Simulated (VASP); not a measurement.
Set up this calculation in VASP 6.6.1, as the native input.

- Task: work function
- Functional: LDA
- Potentials or basis: VASP PAW LDA potentials, release 64 (Cd, Te)
- Cutoff: 300 eV
- k mesh: 2 × 4 × 1
- Occupations: gaussian, width 0.05 eV
- Spin: no spin polarisation
- Vacuum (Å): 10
- Dipole correction: yes
- Further INCAR settings: ALGO = Normal; EDIFF = 1e-06

The structure of CdTe lies in POSCAR:

```
CdTe
1.0
    6.4100000000      0.0000000000      0.0000000000
    0.0000000000      4.5325544670      0.0000000000
    0.0000000000      0.0000000000     12.2662772340
Cd Te
2 2
Direct
    0.5000000000      0.5000000000      0.4076216365
    0.0000000000      0.0000000000      0.5923783635
    0.7500000000      0.0000000000      0.4076216365
    0.2500000000      0.5000000000      0.5923783635
```

One way to write it, as run:

INCAR

```
SYSTEM = CdTe
PREC = Accurate
ENCUT = 300
EDIFF = 1E-6
ISMEAR = 0
SIGMA = 0.05
LREAL = .False.
LASPH = .True.
NELM = 80
ALGO = Normal
ISIF = 2
LWAVE = .False.
LCHARG = .True.
LDIPOL = .True.
IDIPOL = 3
DIPOL = 0.5 0.5 0.500
LVHAR = .True.
LVACPOTAV = .True.
KPAR = 2
```

KPOINTS

```
Automatic mesh
0
Gamma
  2 4 1
  0 0 0
```

Potentials or basis: VASP PAW LDA potentials, release 64 (Cd, Te).

Command:

```bash
$ cat potpaw_LDA.64/Cd/POTCAR potpaw_LDA.64/Te/POTCAR > POTCAR
$ mpirun -np 2 vasp_std > vasp.out
```

Results of the run:

| Item | Value |
| --- | --- |
| Largest force | 0.839 eV/Å |
| Band gap on the k mesh | 1.19 eV, direct |
| Ionisation potential of the upper face | 5.10 eV |

Caveat: the k mesh is coarse (spacing up to 0.49 Å⁻¹), so the values aren't converged; spin-orbit coupling is left out, which moves the levels of the heavy elements.

Wall time 23 s on 2 MPI ranks on Intel(R) Xeon(R) Platinum 8259CL CPU @ 2.50GHz (Skylake/Cascade Lake), on a shared host, peak memory 0.19 GiB a rank.
